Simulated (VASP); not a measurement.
# TiB2 (P6/mmm) in VASP: settings compared

Aim: see how the results for TiB2 move with the level of theory and the settings. Levels: PBEsol, PBE. Tasks: relaxation of cell and atoms.

All numbers are computed with VASP 6.6.1; they aren't measurements. Logs are shortened: lines on timing, memory, paths and dates and some standing lists are left out, and cuts for length are marked.

**1. The crystal as given**

The structure is hexagonal, space group P6/mmm (No. 191). The conventional cell has a = 3.029 Å, b = 3.029 Å, c = 3.228 Å, α = 90.00°, β = 90.00°, γ = 120.00°. Around Ti (site symmetry 6/mmm) lie 12 B at 2.38 Å. B (site symmetry -6m2) is surrounded by 3 B at 1.75 Å.

**2. Relaxation of cell and atoms, PBEsol**

The input, INCAR:

```
ALGO = Normal ; EDIFF = 1E-6
EDIFFG = -0.01 ; ENCUT = 600
GGA = PS ; IBRION = 2
ISIF = 3 ; ISMEAR = 1
LASPH = True ; LCHARG = False
LREAL = False ; LWAVE = False
NELM = 80 ; NSW = 90
PREC = Accurate ; SIGMA = 0.1
```

The input, KPOINTS:

```
k-points
0
Gamma
  15 15 11
```

The input, POSCAR:

```
TiB2
1.0
    3.0292000000      0.0000000000      0.0000000000
   -1.5146000000      2.6233641531      0.0000000000
    0.0000000000      0.0000000000      3.2284000000
Ti B
1 2
Direct
    0.0000000000      0.0000000000      0.0000000000
    0.3333333333      0.6666666667      0.5000000000
    0.6666666667      0.3333333333      0.5000000000
```

Potentials or basis: VASP PAW PBE potentials, release 64 (Ti_sv, B).

The run is started by

```console
cat potpaw_PBE.64/Ti_sv/POTCAR potpaw_PBE.64/B/POTCAR > POTCAR
mpirun -np 1 vasp_std > vasp.out
```

OUTCAR:

```text
EDIFF = 1E-6
   EDIFFG = -0.01
   ENCUT = 600
   GGA = PS
   IBRION = 2
   ISIF = 3
   ISMEAR = 1
   LASPH = True
   LREAL = False
   NELM = 80
   NSW = 90
   PREC = Accurate

 ion  position               nearest neighbor table
   1  0.000  0.000  0.000-   2 2.38   3 2.38   2 2.38   3 2.38   2 2.38   2 2.38   3 2.38   3 2.38
                             3 2.38   3 2.38   2 2.38   2 2.38
   2  0.333  0.667  0.500-   3 1.75   3 1.75   3 1.75   1 2.38   1 2.38   1 2.38   1 2.38   1 2.38
                             1 2.38
   3  0.667  0.333  0.500-   2 1.75   2 1.75   2 1.75   1 2.38   1 2.38   1 2.38   1 2.38   1 2.38
                             1 2.38

  LATTYP: Found a hexagonal cell.
 ALAT       =     3.0292000000
 C/A-ratio  =     1.0657599366

  Lattice vectors:

 A1 = (   3.0292000000,   0.0000000000,   0.0000000000)
 A2 = (  -1.5146000000,   2.6233641531,   0.0000000000)
 A3 = (   0.0000000000,   0.0000000000,   3.2284000000)

Analysis of symmetry for initial positions (statically):
=====================================================================
 Subroutine PRICEL returns:
 Original cell was already a primitive cell.

 Routine SETGRP: Setting up the symmetry group for a
 hexagonal supercell.

 Subroutine GETGRP returns: Found 24 space group operations
 (whereof 24 operations were pure point group operations)
 out of a pool of 24 trial point group operations.

The static configuration has the point symmetry D_6h.

Analysis of symmetry for dynamics (positions and initial velocities):
=====================================================================
 Subroutine PRICEL returns:
 Original cell was already a primitive cell.

 Routine SETGRP: Setting up the symmetry group for a
 hexagonal supercell.

 Subroutine GETGRP returns: Found 24 space group operations
 (whereof 24 operations were pure point group operations)
 out of a pool of 24 trial point group operations.

The dynamic configuration has the point symmetry D_6h.

 Subroutine INISYM returns: Found 24 space group operations
 (whereof 24 operations are pure point group operations),
 and found     1 'primitive' translations

----------------------------------------------------------------------------------------

                                     Primitive cell

  volume of cell :      25.6551

  direct lattice vectors                    reciprocal lattice vectors
     3.029200000  0.000000000  0.000000000     0.330120164  0.190594965  0.000000000
    -1.514600000  2.623364153  0.000000000     0.000000000  0.381189931  0.000000000
     0.000000000  0.000000000  3.228400000     0.000000000  0.000000000  0.309750960

  length of vectors
     3.029200000  3.029200000  3.228400000     0.381189931  0.381189931  0.309750960

  position of ions in fractional coordinates (direct lattice)
     0.000000000  0.000000000  0.000000000
     0.333333333  0.666666667  0.500000000
     0.666666667  0.333333333  0.500000000

  ion indices of the primitive-cell ions
   primitive index   ion index
                 1           1
                 2           2
                 3           3

----------------------------------------------------------------------------------------

 KPOINTS: k-points

Automatic generation of k-mesh.
 Grid dimensions read from file:
 generate k-points for:   15   15   11

 Generating k-lattice:

  Cartesian coordinates                     Fractional coordinates (reciprocal lattice)
     0.022008011  0.012706331  0.000000000     0.066666667  0.000000000  0.000000000
     0.000000000  0.025412662  0.000000000     0.000000000  0.066666667  0.000000000
     0.000000000  0.000000000  0.028159178     0.000000000  0.000000000  0.090909091

  Length of vectors
     0.025412662  0.025412662  0.028159178

  Shift w.r.t. Gamma in fractional coordinates (k-lattice)
     0.000000000  0.000000000  0.000000000

 Subroutine IBZKPT returns following result:
 ===========================================

 Found    162 irreducible k-points:

 Following reciprocal coordinates:
            Coordinates               Weight
  0.000000  0.000000  0.000000      1.000000
  0.066667 -0.000000  0.000000      6.000000
  0.133333 -0.000000  0.000000      6.000000
  0.200000 -0.000000  0.000000      6.000000
  0.266667 -0.000000  0.000000      6.000000
  0.333333 -0.000000  0.000000      6.000000
[... 16 lines left out ...]
  0.333333  0.200000  0.000000     12.000000
  0.400000  0.200000  0.000000      6.000000
 [... further k-points ...]
   k-points           NKPTS =    162   k-points in BZ     NKDIM =    162   number of bands    NBANDS=     13
   number of dos      NEDOS =    301   number of ions     NIONS =      3
   total plane-waves  NPLWV =  16128
   dimension x,y,z NGX =    24 NGY =   24 NGZ =   28
   dimension x,y,z NGXF=    48 NGYF=   48 NGZF=   56
   ions per type =               1   2
   NGX,Y,Z   is equivalent  to a cutoff of  13.17, 13.17, 14.42 a.u.
   NGXF,Y,Z  is equivalent  to a cutoff of  26.34, 26.34, 28.84 a.u.
 SYSTEM =  unknown system
   PREC   = accura    normal or accurate (medium, high low for compatibility)
   ISTART =      0    job   : 0-new  1-cont  2-samecut
   ICHARG =      2    charge: 1-file 2-atom 10-const
   ISPIN  =      1    spin polarized calculation?
   LNONCOLLINEAR =      F non collinear calculations
   LSORBIT =      F    spin-orbit coupling
   LASPH  =      T    aspherical Exc in radial PAW
   ENCUT  =  600.0 eV  44.10 Ry    6.64 a.u.   6.05  6.05  6.45*2*pi/ulx,y,z
   NELM   =     80;   NELMIN=  2; NELMDL= -5     # of ELM steps
   EDIFF  = 0.1E-05   stopping-criterion for ELM
   LREAL  =      F    real-space projection
   EDIFFG = -.1E-01   stopping-criterion for IOM
   NSW    =     90    number of steps for IOM
   IBRION =      2    ionic relax: 0-MD 1-quasi-New 2-CG
   NFREE  =      1    steps in history (QN), initial steepest desc. (CG)
   ISIF   =      3    stress and relaxation
   ISYM   =      2    0-nonsym 1-usesym 2-fastsym
   POTIM  = 0.5000    time-step for ionic-motion
   TEBEG  =    0.0;   TEEND  =   0.0 temperature during run
   PSTRESS=    0.0 pullay stress
   NELECT =      18.0000    total number of electrons
   NUPDOWN=      -1.0000    fix difference up-down
   EMIN   =  10.00;   EMAX   =-10.00  energy-range for DOS
   EFERMI =   0.00;   METHOD = LEGACY
   ISMEAR =     1;   SIGMA  =   0.10  broadening in eV -4-tet -1-fermi 0-gaus
   EFERMI_NEDOS =   21; number of points for ismear=-14 and -15
   IALGO  =     38    algorithm
   IMIX   =      4    mixing-type and parameters
     AMIX     =   0.40;   BMIX     =  1.00
     AMIX_MAG =   1.60;   BMIX_MAG =  1.00
  volume/ion in A,a.u.               =       8.55        57.71
  Fermi-wavevector in a.u.,A,eV,Ry     =   1.454703  2.748990 28.792122  2.116161
  Thomas-Fermi vector in A             =   2.571823
   LORBIT       =      0    0 simple, 1 ext, 2 COOP (PROOUT), +10 PAW based schemes
   GGA     = PS    functional components
   LHFCALC =     F    Hartree Fock is set to
   AEXX    =    0.0000 exact exchange contribution
   IVDW    =     0    specifies the selected vdW correction
   LEPSILON=     F    determine dielectric tensor
   LRPA    =     F    only Hartree local field effects (RPA)
 conjugate gradient relaxation of ions
 non-spin polarized calculation
 Methfessel and Paxton  Order N= 1 SIGMA  =   0.10
  energy-cutoff  :      600.00
  volume of cell :       25.66
 maximum number of plane-waves:       885
   NGX = 13   NGY = 13   NGZ = 13

--------------------------------------- Ionic step        1  -------------------------------------------

 number of electron      18.0000002 magnetization

 Free energy of the ion-electron system (eV)
  ---------------------------------------------------
  ext. energy  EPLUGINS =         0.00000000
  ---------------------------------------------------
  free energy    TOTEN  =       -25.78484303 eV

  energy without entropy =      -25.78467827  energy(sigma->0) =      -25.78478811

 E-fermi :   9.9085     XC(G=0): -12.8720

 val. band max:        9.8791139387   @ k =   0.2667   0.2000   0.0000
 cond. band min:       9.9289328205   @ k =   0.1333   0.1333   0.1818
 fundamental gap:      0.0498188818
 Fermi energy:         9.9084991579

 k-point     1 :       0.0000    0.0000    0.0000
  band No.  band energies     occupation
      1     -46.7955      2.00000
      2     -23.2585      2.00000
      3     -22.9330      2.00000
      4     -22.9330      2.00000
      5      -3.5632      2.00000
      6       7.3134      2.00000
      7       7.3134      2.00000
      8       7.6008      2.00000
      9       7.7565      2.00000
     10      11.7978     -0.00000
     11      11.7978     -0.00000
     12      13.5878      0.00000
     13      13.5878      0.00000

 k-point     2 :       0.0667   -0.0000    0.0000
  band No.  band energies     occupation
      1     -46.7931      2.00000
      2     -23.2555      2.00000
      3     -22.9514      2.00000
      4     -22.9372      2.00000
      5      -3.4774      2.00000
      6       7.0649      2.00000
      7       7.2990      2.00000
      8       7.5291      2.00000
      9       7.8008      2.00000
     10      11.7720     -0.00000
     11      11.9490      0.00000
     12      13.2217      0.00000
     13      13.2783      0.00000
[... 439 lines left out ...]
 VOLUME and BASIS-vectors are now :
 -----------------------------------------------------------------------------
  energy-cutoff  :      600.00
  volume of cell :       25.13
      direct lattice vectors                 reciprocal lattice vectors
     3.012553088  0.000000000 -0.000000000     0.331944358  0.191648164  0.000000000
    -1.506276544  2.608947504  0.000000000    -0.000000000  0.383296329 -0.000000000
    -0.000000000  0.000000000  3.197742246     0.000000000 -0.000000000  0.312720640

 POSITION                                       TOTAL-FORCE (eV/Angst)
 -----------------------------------------------------------------------------------
      0.00000      0.00000      0.00000        -0.000000     -0.000000     -0.000000
     -0.00000      1.73930      1.59887         0.000000     -0.000000     -0.000000
      1.50628      0.86965      1.59887        -0.000000      0.000000      0.000000
 -----------------------------------------------------------------------------------
    total drift:                               -0.000000      0.000000     -0.000000

  FREE ENERGIE OF THE ION-ELECTRON SYSTEM (eV)
  ---------------------------------------------------
  free  energy   TOTEN  =       -25.7934927248 eV

  energy  without entropy=      -25.7932667143  energy(sigma->0) =      -25.79341739

--------------------------------------- Ionic step        4  -------------------------------------------

 number of electron      18.0000004 magnetization

 Free energy of the ion-electron system (eV)
  ---------------------------------------------------
  ext. energy  EPLUGINS =         0.00000000
  ---------------------------------------------------
  free energy    TOTEN  =       -25.79420581 eV

  energy without entropy =      -25.79394012  energy(sigma->0) =      -25.79411725

 E-fermi :  10.1303     XC(G=0): -12.9717

 val. band max:       10.1070230888   @ k =   0.0667   0.0667   0.2727
 cond. band min:      10.1323936129   @ k =   0.0000   0.0000   0.3636
 fundamental gap:      0.0253705241
 Fermi energy:        10.1302729061

 k-point     1 :       0.0000    0.0000    0.0000
  band No.  band energies     occupation
      1     -46.5079      2.00000
      2     -22.9679      2.00000
      3     -22.6457      2.00000
      4     -22.6457      2.00000
      5      -3.4368      2.00000
      6       7.4275      2.00000
      7       7.4275      2.00000
      8       7.9323      2.00000
      9       7.9566      2.00000
     10      12.0881     -0.00000
     11      12.0881     -0.00000
     12      13.9699      0.00000
     13      13.9699      0.00000

 k-point     2 :       0.0667   -0.0000    0.0000
  band No.  band energies     occupation
      1     -46.5053      2.00000
      2     -22.9647      2.00000
      3     -22.6650      2.00000
      4     -22.6501      2.00000
      5      -3.3500      2.00000
      6       7.1806      2.00000
      7       7.4155      2.00000
      8       7.8532      2.00000
      9       7.9990      2.00000
     10      12.0618     -0.00000
     11      12.2476      0.00000
     12      13.5760      0.00000
     13      13.6327      0.00000
[... 365 lines left out ...]
 VOLUME and BASIS-vectors are now :
 -----------------------------------------------------------------------------
  energy-cutoff  :      600.00
  volume of cell :       25.14
      direct lattice vectors                 reciprocal lattice vectors
     3.018767578  0.000000000  0.000000000     0.331261011  0.191253634  0.000000000
    -1.509383789  2.614329411  0.000000000    -0.000000000  0.382507268  0.000000000
    -0.000000000 -0.000000000  3.185741202    -0.000000000 -0.000000000  0.313898693

 POSITION                                       TOTAL-FORCE (eV/Angst)
 -----------------------------------------------------------------------------------
      1.50938      2.61433      3.18574        -0.000000      0.000000      0.000000
     -0.00000      1.74289      1.59287        -0.000000      0.000000      0.000000
      1.50938      0.87144      1.59287         0.000000     -0.000000     -0.000000
 -----------------------------------------------------------------------------------
    total drift:                               -0.000000      0.000000     -0.000000

  FREE ENERGIE OF THE ION-ELECTRON SYSTEM (eV)
  ---------------------------------------------------
  free  energy   TOTEN  =       -25.7942058071 eV

  energy  without entropy=      -25.7939401244  energy(sigma->0) =      -25.79411725

 reached required accuracy - stopping structural energy minimisation
```

It took 55 s on 1 thread of Intel Xeon 6975P-C (Granite Rapids), shared host; peak memory 0.2 GiB.

What came out:

```yaml
Free_energy: -25.7942 eV
Relaxed_volume: 8.38 Å³/atom
Relaxed_cell: a = 3.019 Å, b = 3.019 Å, c = 3.186 Å, α = 90.00°, β = 90.00°, γ = 120.00°
Space_group_after_relaxing_to_0.05_Å: P6/mmm (No. 191)
Energy_gained_by_relaxing: 3.1 meV/atom
Ionic_steps: 4
Pressure_after_relaxing: 0.0 GPa
Band_gap_on_the_k_mesh: none (metal or under the smearing width)
```

Step by step:
```
step  energy change (eV)  largest force (eV/Å)  pressure (GPa)  volume (Å³)
   1              0.0000                0.0000           -4.83        25.66
   2             -0.0026                0.0000            4.88        24.71
   3             -0.0086                0.0000            0.32        25.13
   4             -0.0094                0.0000            0.01        25.14
```

Final structure:
```
CELL_PARAMETERS angstrom
3.01877 0.00000 0.00000
-1.50938 2.61433 0.00000
0.00000 0.00000 3.18574
ATOMIC_POSITIONS crystal
Ti 0.00000 0.00000 0.00000
B 0.33333 0.66667 0.50000
B 0.66667 0.33333 0.50000
```

Caveat: the PAW data sets were made with another functional, which shifts forces and pressure a little.

**3. Relaxation of cell and atoms, PBEsol**

This run uses another cell than the first one, of 8.38 Å³/atom, 0.980 times its volume.

INCAR, as its differences from that of step 2:

```diff
@@ -1,3 +1,3 @@
-ALGO = Normal ; EDIFF = 1E-6
-EDIFFG = -0.01 ; ENCUT = 600
+ALGO = Normal ; EDIFF = 1E-7
+EDIFFG = -0.005 ; ENCUT = 600
 GGA = PS ; IBRION = 2
```

KPOINTS is that of step 2.

The input, POSCAR:

```
TiB2                                    
1.0
    3.0187675783      0.0000000000      0.0000000000
   -1.5093837891      2.6143294108      0.0000000000
   -0.0000000000     -0.0000000000      3.1857412020
  Ti              B             
     1     2
Direct
     1.0000000000000000    1.0000000000000000    1.0000000000000000
     0.3333333332999970    0.6666666667000030    0.5000000000000000
     0.6666666667000030    0.3333333332999970    0.5000000000000000
```

Potentials or basis: VASP PAW PBE potentials, release 64 (Ti_sv, B).

The run is started by

```console
cat potpaw_PBE.64/Ti_sv/POTCAR potpaw_PBE.64/B/POTCAR > POTCAR
mpirun -np 1 vasp_std > vasp.out
```

Wall time 20 s (1 thread of Intel Xeon 6975P-C (Granite Rapids), shared host); peak memory 0.2 GiB.

It converged, with:

| Property | Result |
| --- | --- |
| Free energy | -25.7938 eV |
| Pressure after relaxing | 0.0 GPa |
| Band gap on the k mesh | none (metal or under the smearing width) |

Final structure:
```
CELL_PARAMETERS angstrom
3.01877 0.00000 0.00000
-1.50938 2.61433 0.00000
0.00000 0.00000 3.18574
ATOMIC_POSITIONS crystal
Ti 0.00000 0.00000 0.00000
B 0.33333 0.66667 0.50000
B 0.66667 0.33333 0.50000
```

Levels at points of the mesh, in eV from the Fermi level:
| k point | band 5 | band 6 | band 7 | band 8 | band 9 | band 10 | band 11 | band 12 | band 13 |
| --- | --- | --- | --- | --- | --- | --- | --- | --- | --- |
| (0.00, 0.00, 0.00) | -13.57 | -2.70 | -2.70 | -2.20 | -2.17 | 1.96 | 1.96 | 3.84 | 3.84 |

Caveat: the relaxation stopped at its first step, so nothing moved; the PAW data sets were made with another functional, which shifts forces and pressure a little.

**4. Relaxation of cell and atoms, PBE**

The input, INCAR:

```
  PREC = Accurate
  ENCUT = 300
  EDIFF = 1E-6
  ISMEAR = 1
  SIGMA = 0.1
  LREAL = False
  LASPH = True
  NELM = 80
  ALGO = Normal
  ISIF = 3
  LWAVE = False
  LCHARG = False
  GGA = PE
  IBRION = 2
  NSW = 90
  EDIFFG = -0.01
```

The input, KPOINTS:

```
Automatic mesh
0
Gamma
  8 8 6
```

The input, POSCAR:

```
TiB2
1.0
    3.0292000000      0.0000000000      0.0000000000
   -1.5146000000      2.6233641531      0.0000000000
    0.0000000000      0.0000000000      3.2284000000
Ti B
1 2
Direct
    0.0000000000      0.0000000000      0.0000000000
    0.3333333333      0.6666666667      0.5000000000
    0.6666666667      0.3333333333      0.5000000000
```

Potentials or basis: VASP PAW PBE potentials, release 64 (Ti_sv, B_s).

The run is started by

```console
cat potpaw_PBE.64/Ti_sv/POTCAR potpaw_PBE.64/B_s/POTCAR > POTCAR
mpirun -np 1 vasp_std > vasp.out
```

Wall time 22 s (1 thread of Intel Xeon Platinum 8259CL at 2.50GHz (Skylake/Cascade Lake), shared host); peak memory 0.12 GiB.

The run converged, but some of its settings lie outside the range that counts as converged, so its numbers aren't taken as properties of the crystal.

What came out:

* Free energy: -24.3995 eV
* Relaxed volume: 8.55 Å³/atom
* Relaxed cell: a = 3.033 Å, b = 3.033 Å, c = 3.221 Å, α = 90.00°, β = 90.00°, γ = 120.00°
* Space group after relaxing (to 0.05 Å): P6/mmm (No. 191)
* Energy gained by relaxing: 0.1 meV/atom
* Ionic steps: 5
* Band gap on the k mesh: none (metal or under the smearing width)

Caveat: the cutoff is under 1.25 times the usual one of these potentials, so pressure, stress and relaxed cells hold a basis-set (Pulay) error.
